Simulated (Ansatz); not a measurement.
Crystal: MnSb.

```
Sb Mn
1.0
     4.15000    0.00000    0.00000
    -2.07500    3.59401    0.00000
     0.00000    0.00000    5.78000
Sb Mn
2 2
Direct
  0.66667 0.33333 0.75000
  0.33333 0.66667 0.25000
  0.00000 0.00000 0.50000
  0.00000 0.00000 0.00000
```

Base run:

```yaml
Program: Ansatz 0.2.0
Functional: PBEsol
Potentials_or_basis: Ansatz PAW
Cutoff: 420 eV
Density_cutoff: 1680 eV
k_mesh: 7 × 7 × 5
Occupations: fermi-dirac, width 0.05 eV
Spin: collinear spin, ferromagnetic start
Starting_moments: "[0.0, 0.0, 4.0, 4.0] μB"
Hubbard_terms: Mn d U = 4 eV
```

Its results: band gap on the k mesh none (metal or under the smearing width); pressure 4.7 GPa; net moment 8.13 μB per cell; site moments Sb -0.19; Mn +4.19 μB.

Task: The run is repeated on the same cell with these changes: hubbard terms from Mn d U = 4 eV to Mn d U = 3 eV. What comes out?

Result: Band gap on the k mesh none (metal or under the smearing width); pressure 2.4 GPa; net moment 7.93 μB per cell; site moments Sb -0.17; Mn +4.07 μB.

Caveats: the magnetic or orbital state may not be the lowest; only a ferromagnetic start was run, and an antiferromagnetic order may lie lower in energy; the PAW data sets come from PBE, with cores solved anew for the run's functional, which leaves a small shift of forces and pressure; the U is typed as a test and isn't derived for this compound; the density of states is complete only up to the lowest level of the last band computed.

Not every run made on this cell is shown here.
